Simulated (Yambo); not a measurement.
# As (R-3m) in Yambo: notebook

The runs below take As through optical spectrum, optical spectrum by the Bethe-Salpeter equation, with PBEsol.

All numbers are computed with Yambo 5.3.0; they aren't measurements. Logs are shortened: lines on timing, memory, paths and dates and some standing lists are left out, and cuts for length are marked.

## Step 1: The structure

It takes space group R-3m (No. 166, trigonal). The conventional cell has a = 3.762 Å, b = 3.762 Å, c = 10.542 Å, α = 90.00°, β = 90.00°, γ = 120.00°. As (site symmetry 3m) has 3 As at 2.51 Å as nearest neighbours.

## Step 2: Optical spectrum, PBEsol

optics2.in reads:

```
optics
chi
tddft
Chimod= "ALDA"
% BndsRnXd
 1 | 40 |
%
NGsBlkXd= 3 Ry
% LongDrXd
 1 | 0 | 0 |
%
% QpntsRXd
 1 | 1 |
%
% EnRngeXd
 0 | 20 | eV
%
% DmRngeXd
 0.1 | 0.1 | eV
%
ETStpsXd= 200
FxcGRLc= 3 Ry
VXCRLvcs= 3 Ry
```

scf.in reads:

```
&CONTROL
  calculation = 'scf'
  prefix = 'pwscf'
  outdir = './tmp'
  pseudo_dir = './pseudo'
/
&SYSTEM
  ibrav = 0
  nat = 2
  ntyp = 1
  ecutwfc = 84
  nbnd = 22
  occupations = 'smearing'
  smearing = 'fd'
  degauss = 0.00367493
  force_symmorphic = .true.
/
&ELECTRONS
  conv_thr = 4d-10
  electron_maxstep = 120
  mixing_beta = 0.5
/
ATOMIC_SPECIES
As    74.9216 As.upf
CELL_PARAMETERS angstrom
   1.8807968987    1.0858785957    3.5140619945
  -1.8807968987    1.0858785957    3.5140619945
   0.0000000000   -2.1717571915    3.5140619945
ATOMIC_POSITIONS crystal
As     0.2260000000    0.2260000000    0.2260000000
As     0.7740000000    0.7740000000    0.7740000000
K_POINTS automatic
10 10 10 0 0 0
```

nscf.in reads:

```
&CONTROL
  calculation = 'nscf'
  prefix = 'pwscf'
  outdir = './tmp'
  pseudo_dir = './pseudo'
/
&SYSTEM
  ibrav = 0
  nat = 2
  ntyp = 1
  ecutwfc = 84
  nbnd = 45
  occupations = 'smearing'
  smearing = 'fd'
  degauss = 0.00367493
  force_symmorphic = .true.
/
&ELECTRONS
  conv_thr = 1d-08
  diago_full_acc = .true.
  diago_thr_init = 1d-06
/
ATOMIC_SPECIES
As    74.9216 As.upf
CELL_PARAMETERS angstrom
   1.8807968987    1.0858785957    3.5140619945
  -1.8807968987    1.0858785957    3.5140619945
   0.0000000000   -2.1717571915    3.5140619945
ATOMIC_POSITIONS crystal
As     0.2260000000    0.2260000000    0.2260000000
As     0.7740000000    0.7740000000    0.7740000000
K_POINTS automatic
8 8 8 0 0 0
```

Potentials or basis: PseudoDojo 0.4.1 SR PBEsol standard.

Command:

```console
$ OMP_NUM_THREADS=1 pw.x -in scf.in > scf.out
$ OMP_NUM_THREADS=1 pw.x -in nscf.in > nscf.out
$ cd tmp/pwscf.save; p2y; mv SAVE ../..; cd ../..
$ OMP_NUM_THREADS=1 yambo
$ OMP_NUM_THREADS=1 yambo -F optics2.in -J optics2 -C optics2_out
```

Yambo's report:

```text
[... sections 02.01 to 02.04 as in the set-up run ...]

  [02.05] Energies & Occupations
  ==============================

  [X] === General ===
  [X] Electronic Temperature                        :  0.258606E-1   300.100    [eV K]
  [X] Bosonic    Temperature                        :  0.258606E-1   300.100    [eV K]
  [X] Finite Temperature mode                       : yes
  [X] El. density                                   :  0.69669E+24 [cm-3]
  [X] Fermi Level                                   :  11.05271 [eV]

  [X] === Gaps and Widths ===
  [X] Conduction Band Min                           :  11.05271 [eV]
  [X] Valence Band Max                              :  11.05271 [eV]
  [X] Filled Bands                                  :  14
  [X] Metallic Bands                                :  15  17
  [X] Empty Bands                                   :   18   45

  [X] === Metallic Characters ===
  [X] N of el / N of met el                         :  30.00000   2.01540
  [X] Average metallic occ.                         :  0.167950

  [WARNING] [X] Metallic system

 [03] Transferred momenta grid and indexing
 ==========================================

 IBZ Q-points                                      :   65
 BZ  Q-points                                      :   512

 K/Q-points units:
 rlu = crystal or reduced units; cc = cartesian coordinates; iku = interal k-units

 Q [ 1]         [rlu]:  0.000000  0.000000  0.000000
 Q [ 2]         [rlu]:  0.10602E-16  0.87873E-17  0.12500
 Q [ 3]         [rlu]:  0.21994E-16  0.18364E-16  0.25000
 Q [ 4]         [rlu]:  0.54992E-16  0.42608E-16  0.37500
 Q [ 5]         [rlu]: -0.43988E-16 -0.36728E-16 -0.50000
 Q [ 6]         [rlu]:  0.23616E-16  0.12500      0.12500
 Q [ 7]         [rlu]:  0.99037E-16  0.12500      0.25000
 Q [ 8]         [rlu]:  0.11658E-15  0.12500      0.37500
 Q [ 9]         [rlu]: -0.54187E-16  0.12500      0.50000
 Q [10]         [rlu]:  0.89627E-17  0.12500     -0.37500
 Q [11]         [rlu]: -0.81907E-17  0.12500     -0.25000
 Q [12]         [rlu]:  0.11968E-16  0.12500     -0.12500
 Q [13]         [rlu]:  0.47232E-16  0.25000      0.25000
 Q [14]         [rlu]:  0.23140E-16  0.25000      0.37500
 Q [15]         [rlu]: -0.33445E-16  0.25000      0.50000
[... 33 lines left out ...]
 Q [49]         [rlu]:  0.250000  0.250000  0.500000
 Q [50]         [rlu]:  0.250000  0.250000  0.625000

 Remaining 15 points informations can be written running with -fatlog

 [WARNING] [Xd] User bands 1-40 break level degeneracy

 [04] Dipoles
 ============

  [04.01] Setup: observables and procedures
  =========================================

  [WF-Oscillators/G space/Transverse up loader] Normalization (few states)  min/max  :  0.31273E-17   1.0000

  [WR./optics2//ndb.dipoles]------------------------------------------------------
   Brillouin Zone Q/K grids (IBZ/BZ)                :    65   512    65   512
   RL vectors                                       :   4923 [WF]
   Fragmentation                                    : yes
   Electronic Temperature                           :  300.1000 [K]
   Bosonic    Temperature                           :  300.1000 [K]
   DIP band range                                   :    1   40
   DIP band range limits                            :  17  15
   DIP e/h energy range                             : -1.000000 -1.000000 [eV]
   RL vectors in the sum                            :   4923
   [r,Vnl] included                                 : yes
   Bands ordered                                    : yes
   Direct v evaluation                              : no
   Approach used                                    : G-space v
   Dipoles computed                                 : R V P [G-space]
   Wavefunctions                                    : Perdew, Burke & Ernzerhof SOL(X)+Perdew, Burke & Ernzerhof SOL(C)

  [WARNING] [r,Vnl^pseudo] included in position and velocity dipoles.

  [WARNING] In case H contains other non local terms, these are neglected

 [05] Optics
 ===========

 [xc] Functional : Perdew, Burke & Ernzerhof SOL(X)+Perdew, Burke & Ernzerhof SOL(C)
 [xc] LIBXC used to calculate xc functional
  PP Number of Atomic Species                      :  1
  NLCC RL compoments                               :  30201
 [X-CG] R(p) Tot o/o(of R):   21207  193632     100

 [WARNING] The system is a metal but Drude term not included.
```

o-optics2.eps_q1_inv_alda_dyson:

```text
# Absorption @ Q(1):   1.00000000      0.00000000      0.00000000    [q->0 direction]
#
# [ X ] Hartree size                              :  27
# [GEN] GF Energies                               : Perdew, Burke & Ernzerhof SOL(X)+Perdew, Burke & Ernzerhof SOL(C)
# [GEN] Green`s Function                          : Retarded
#
# [GEN] Gauge                                     : Length
# [GEN] [r,Vnl] included                          : yes
#
#    E[1] [eV]          Im(eps)            Re(eps)            Im(eps_o)          Re(eps_o)
#
        0.000000          -0.146557E-6        40.47562           0.27382E-16        41.57481
        0.100503           0.896879           40.72738           0.913973           41.82759
        0.201005           1.846157           41.34377           1.872097           42.44472
        0.301508           3.202349           43.03900           3.239121           44.16097
        0.402010           6.948934           45.40439           7.020048           46.55008
        0.502513           13.56165           42.03965           13.64392           43.15334
[... 192 lines left out ...]
        19.89950           0.189877           0.239051           0.143067           0.224021
        20.00000           0.192170           0.232932           0.141598           0.219912
#
```

Run time: 3.6 min. Hardware: 1 thread of Arm Neoverse V2, shared host; peak memory 0.88 GiB.

What came out:

| Property | Result |
| --- | --- |
| Band gap on the k mesh, mean-field level | none (metal or under the smearing width) |

Dielectric function (along the field direction of the input):
```csv
energy (eV),real part,imaginary part
0.30,43.04,3.20
0.90,57.94,29.69
1.61,41.47,30.53
2.31,-6.02,26.25
3.02,-7.90,20.82
3.62,-6.98,16.79
4.32,-3.98,8.10
5.03,-4.47,10.84
5.73,-7.39,6.47
6.33,-5.63,4.74
7.04,-3.77,3.22
7.74,-2.25,1.61
8.44,-1.87,2.34
9.05,-2.14,1.90
9.75,-1.98,1.53
10.45,-1.47,1.12
11.16,-1.21,1.12
11.76,-1.03,0.74
12.46,-0.65,0.59
13.17,-0.71,0.51
13.87,-0.38,0.37
14.47,-0.31,0.48
15.18,-0.14,0.42
15.88,-0.12,0.35
16.58,-0.02,0.29
17.19,0.07,0.37
17.89,0.08,0.35
18.59,0.16,0.26
19.30,0.19,0.27
20.00,0.23,0.19
```

Caveat: the LDA kernel is used on GGA states, which is inconsistent by a few percent; the intraband (Drude) term of the metal is left out; the ground state has no gap, which makes the many-body step unreliable; spectra need much finer meshes, so this one isn't converged; these spectra lack excitons.

## Step 3: Optical spectrum, PBEsol

optics3.in reads:

```
optics
chi
tddft
Chimod= "LRC"
% BndsRnXd
 1 | 40 |
%
NGsBlkXd= 3 Ry
% LongDrXd
 1 | 0 | 0 |
%
% QpntsRXd
 1 | 1 |
%
% EnRngeXd
 0 | 20 | eV
%
% DmRngeXd
 0.1 | 0.1 | eV
%
ETStpsXd= 200
LRC_alpha= -0.2
```

scf.in is that of step 2.

nscf.in is that of step 2.

Potentials or basis: PseudoDojo 0.4.1 SR PBEsol standard.

Command:

```console
$ OMP_NUM_THREADS=1 pw.x -in scf.in > scf.out
$ OMP_NUM_THREADS=1 pw.x -in nscf.in > nscf.out
$ cd tmp/pwscf.save; p2y; mv SAVE ../..; cd ../..
$ OMP_NUM_THREADS=1 yambo
$ OMP_NUM_THREADS=1 yambo -F optics3.in -J optics3 -C optics3_out
```

Yambo's report:

```text
[... sections 02.01 to 02.04 as in the set-up run ...]

  [02.05] Energies & Occupations
  ==============================

  [X] === General ===
  [X] Electronic Temperature                        :  0.258606E-1   300.100    [eV K]
  [X] Bosonic    Temperature                        :  0.258606E-1   300.100    [eV K]
  [X] Finite Temperature mode                       : yes
  [X] El. density                                   :  0.69669E+24 [cm-3]
  [X] Fermi Level                                   :  11.05271 [eV]

  [X] === Gaps and Widths ===
  [X] Conduction Band Min                           :  11.05271 [eV]
  [X] Valence Band Max                              :  11.05271 [eV]
  [X] Filled Bands                                  :  14
  [X] Metallic Bands                                :  15  17
  [X] Empty Bands                                   :   18   45

  [X] === Metallic Characters ===
  [X] N of el / N of met el                         :  30.00000   2.01540
  [X] Average metallic occ.                         :  0.167950

  [WARNING] [X] Metallic system

 [03] Transferred momenta grid and indexing
 ==========================================

 IBZ Q-points                                      :   65
 BZ  Q-points                                      :   512

 K/Q-points units:
 rlu = crystal or reduced units; cc = cartesian coordinates; iku = interal k-units

 Q [ 1]         [rlu]:  0.000000  0.000000  0.000000
 Q [ 2]         [rlu]:  0.10602E-16  0.87873E-17  0.12500
 Q [ 3]         [rlu]:  0.21994E-16  0.18364E-16  0.25000
 Q [ 4]         [rlu]:  0.54992E-16  0.42608E-16  0.37500
 Q [ 5]         [rlu]: -0.43988E-16 -0.36728E-16 -0.50000
 Q [ 6]         [rlu]:  0.23616E-16  0.12500      0.12500
 Q [ 7]         [rlu]:  0.99037E-16  0.12500      0.25000
 Q [ 8]         [rlu]:  0.11658E-15  0.12500      0.37500
 Q [ 9]         [rlu]: -0.54187E-16  0.12500      0.50000
 Q [10]         [rlu]:  0.89627E-17  0.12500     -0.37500
 Q [11]         [rlu]: -0.81907E-17  0.12500     -0.25000
 Q [12]         [rlu]:  0.11968E-16  0.12500     -0.12500
 Q [13]         [rlu]:  0.47232E-16  0.25000      0.25000
 Q [14]         [rlu]:  0.23140E-16  0.25000      0.37500
 Q [15]         [rlu]: -0.33445E-16  0.25000      0.50000
[... 33 lines left out ...]
 Q [49]         [rlu]:  0.250000  0.250000  0.500000
 Q [50]         [rlu]:  0.250000  0.250000  0.625000

 Remaining 15 points informations can be written running with -fatlog

 [WARNING] [Xd] User bands 1-40 break level degeneracy

 [04] Dipoles
 ============

  [04.01] Setup: observables and procedures
  =========================================

  [WF-Oscillators/G space/Transverse up loader] Normalization (few states)  min/max  :  0.31273E-17   1.0000

  [WR./optics3//ndb.dipoles]------------------------------------------------------
   Brillouin Zone Q/K grids (IBZ/BZ)                :    65   512    65   512
   RL vectors                                       :   4923 [WF]
   Fragmentation                                    : yes
   Electronic Temperature                           :  300.1000 [K]
   Bosonic    Temperature                           :  300.1000 [K]
   DIP band range                                   :    1   40
   DIP band range limits                            :  17  15
   DIP e/h energy range                             : -1.000000 -1.000000 [eV]
   RL vectors in the sum                            :   4923
   [r,Vnl] included                                 : yes
   Bands ordered                                    : yes
   Direct v evaluation                              : no
   Approach used                                    : G-space v
   Dipoles computed                                 : R V P [G-space]
   Wavefunctions                                    : Perdew, Burke & Ernzerhof SOL(X)+Perdew, Burke & Ernzerhof SOL(C)

  [WARNING] [r,Vnl^pseudo] included in position and velocity dipoles.

  [WARNING] In case H contains other non local terms, these are neglected

 [05] Optics
 ===========

 [X-CG] R(p) Tot o/o(of R):   21207  193632     100

 [WARNING] The system is a metal but Drude term not included.
```

Run time: 3.5 min. Hardware: 1 thread of Arm Neoverse V2, shared host; peak memory 0.88 GiB.

Results:

| Item | Value |
| --- | --- |
| Band gap on the k mesh, mean-field level | none (metal or under the smearing width) |

Dielectric function (along the field direction of the input):
| energy (eV) | real part | imaginary part |
| --- | --- | --- |
| 0.30 | 119.83 | 27.29 |
| 1.31 | 30.16 | 36.81 |
| 2.31 | -12.28 | 18.33 |
| 3.32 | -7.62 | 14.37 |
| 4.42 | -3.81 | 7.07 |
| 5.43 | -5.30 | 7.53 |
| 6.43 | -5.34 | 2.94 |
| 7.54 | -2.75 | 1.45 |
| 8.54 | -1.68 | 1.96 |
| 9.55 | -1.54 | 1.89 |
| 10.65 | -1.06 | 0.96 |
| 11.66 | -1.08 | 0.69 |
| 12.66 | -0.54 | 0.70 |
| 13.77 | -0.41 | 0.35 |
| 14.77 | -0.21 | 0.35 |
| 15.78 | -0.10 | 0.38 |
| 16.88 | 0.14 | 0.25 |
| 17.89 | 0.16 | 0.37 |
| 18.89 | 0.21 | 0.30 |
| 20.00 | 0.26 | 0.22 |

Caveat: the intraband (Drude) term of the metal is left out; the ground state has no gap, which makes the many-body step unreliable; the long-range kernel's strength is typed, not fitted to the crystal's screening; spectra need much finer meshes, so this one isn't converged; independent-particle spectra lack excitons.

(Part 1 of 2 ends here.)
